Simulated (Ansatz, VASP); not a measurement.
**Two plane-wave programs on ZnO**

Contents of INCAR:

```
PREC = Accurate
ENCUT = 520
EDIFF = 1E-6
ISMEAR = 0
SIGMA = 0.05
LREAL = F
LASPH = T
NELM = 100
ALGO = Normal
ISIF = 2
LWAVE = F
LCHARG = F
GGA = PS
NBANDS = 26
```

Contents of KPOINTS:

```
Automatic mesh
0
Gamma
  9 9 6
```

Contents of POSCAR:

```
ZnO
1.0
    3.3219642457      0.0000000000      0.0000000000
   -1.6609821228      2.8769054272      0.0000000000
    0.0000000000      0.0000000000      4.9334491013
Zn O
2 2
Direct
    0.3333333333      0.6666666667      0.0015754469
    0.6666666667      0.3333333333      0.5015754469
    0.3333333333      0.6666666667      0.3956145713
    0.6666666667      0.3333333333      0.8956145713
```

Input for Ansatz:

```yaml
crystal:
  lattice:
    - [3.3219642457, 0.0, 0.0]
    - [-1.6609821228, 2.8769054272, 0.0]
    - [0.0, 0.0, 4.9334491013]
  atoms:
    - { symbol: Zn, position: [0.3333333333, 0.6666666667, 0.0015754469] }
    - { symbol: Zn, position: [0.6666666667, 0.3333333333, 0.5015754469] }
    - { symbol: O, position: [0.3333333333, 0.6666666667, 0.3956145713] }
    - { symbol: O, position: [0.6666666667, 0.3333333333, 0.8956145713] }
basis:
  ecutwfc: 520.0
kpoints:
  mp_grid: { grid: [9, 9, 6] }
hamiltonian:
  xc: pbesol
  pseudopotentials: { kind: paw, azcp: { folder: soft_1 } }
scf:
  occupations: { method: gaussian, width: 0.05 }
output:
  forces: true
  stress: true
  eigenvalues: true
  write_density: true
  write_potential: true
  elf: true
  volumetric_format: npy
```

Alike in both runs: task single point; functional PBEsol; k mesh 9 × 9 × 6; occupations gaussian, width 0.05 eV; no spin polarisation.

|  | VASP | Ansatz |
| --- | --- | --- |
| version | VASP 6.6.1 | Ansatz 0.2.0 |
| potentials or method | VASP PAW PBE potentials, release 64 (Zn, O) | scalar-relativistic, plane waves, PAW |
| plane-wave cutoff (eV) | 520 | 520 |
| valence electrons in the cell | 36 | 36 |

|  | VASP | Ansatz | Ansatz less VASP |
| --- | --- | --- | --- |
| gap on the k mesh at the Fermi level (eV) | 0.76 | 0.78 | +0.016 |
| least direct gap on the mesh (eV) | 0.76 | 0.78 | +0.016 |
| pressure (GPa) | 0.6 | -0.2 | -0.80 |
| largest component of the traceless stress (GPa) | 7.71 | 7.52 | -0.185 |
| rms of the force components (eV/Å) | 0.175 | 0.162 | -0.0132 |

Atom by atom the forces differ by 0.013 eV/Å (rms over components). With one functional, cell and mesh, what is left measures potentials, basis and numerics. Ansatz warned: «pseudo_functional_mismatch».

Caveats: the PAW data sets were made with another functional, which shifts forces and pressure a little (VASP).
